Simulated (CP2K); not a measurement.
Y in CP2K: convergence with cutoff ry

Crystal: Y.

```
Y
1.0
     3.62586    0.00000    0.00000
     1.78584    3.11717    0.00000
     1.79379    1.08746    2.94100
Y
1
Direct
  0.00137 0.99594 0.00128
```

The cell isn't the ideal one: cell strained at random at fixed volume.

| Quantity | Value |
| --- | --- |
| Program | CP2K 2026.2 |
| Task | single point |
| Functional | PBE |
| Potentials or basis | POTENTIAL_UZH Y GTH-PBE-q11; TZVP-MOLOPT-PBE-GTH basis |
| Density cutoff | 1225 eV |
| k mesh | 7 × 7 × 7 |
| Occupations | fermi-dirac, width 0.05 eV |
| Spin | no spin polarisation |

These are the settings of the first run; the series varies cutoff ry, with any setting tied to it.

Hardware: 1 thread of Intel(R) Xeon(R) Platinum 8488C (Sapphire Rapids), on a shared host.

Task: The values tried are 90 Ry, 140 Ry, 190 Ry, 250 Ry, 320 Ry, 380 Ry, 450 Ry, 560 Ry, 720 Ry, loosest first. From which on does the pressure stay within 0.1 GPa of the tightest run that finished?

Result: From 190 Ry on.

| cutoff ry | energy less the tightest run, at zero smearing (meV/atom) | pressure (GPa) | SCF cycles | CPU time (s) | peak memory (GiB) |
| --- | --- | --- | --- | --- | --- |
| 90 Ry | -2.48 | -0.88 | 11 | 77 | 0.3 |
| 140 Ry | -4.87 | -0.82 | 11 | 72 | 0.29 |
| 190 Ry | -0.26 | -0.92 | 11 | 74 | 0.31 |
| 250 Ry | -0.06 | -0.92 | 11 | 81 | 0.32 |
| 320 Ry | -0.02 | -0.93 | 11 | 72 | 0.32 |
| 380 Ry | -0.01 | -0.93 | 11 | 82 | 0.34 |
| 450 Ry | -0.01 | -0.93 | 11 | 75 | 0.35 |
| 560 Ry | 0.00 | -0.93 | 11 | 69 | 0.39 |
| 720 Ry | 0.00 | -0.93 | 11 | 73 | 0.42 |

Against the tightest run, the energy stays within 1 meV/atom from 190 Ry on. The tightest run that finished is the yardstick and may itself not be fully converged.

Caveat, for the tightest run too: the basis of atomic orbitals isn't converged, which shifts pressures, moduli and gaps.
